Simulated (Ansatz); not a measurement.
The system is Os.

```
CELL_PARAMETERS angstrom
2.73410 0.00000 0.00000
-1.36705 2.36780 0.00000
0.00000 0.00000 4.31970
ATOMIC_POSITIONS crystal
Os 0.66667 0.33333 0.75000
Os 0.33333 0.66667 0.25000
```

Program: Ansatz 0.2.0. Alike in all runs: task band structure; cell as given; k mesh 11 × 11 × 6; smearing fermi-dirac 0.05 eV. Hardware: 2 threads of Arm Neoverse V1 (shared host).

Problem. Order these runs on this cell by their wall time, lowest first.
A. level rPW86-PBE; potentials or basis Ansatz PAW; spin off; cutoff (eV) 420
B. level LDA; potentials or basis Ansatz PAW; spin SOC, no magnetisation; cutoff (eV) 420
C. level LDA; potentials or basis PseudoDojo standard (LDA files); spin off; cutoff (eV) 1007

Solution. A (2.1 s), C (6.3 s), B (18 s).
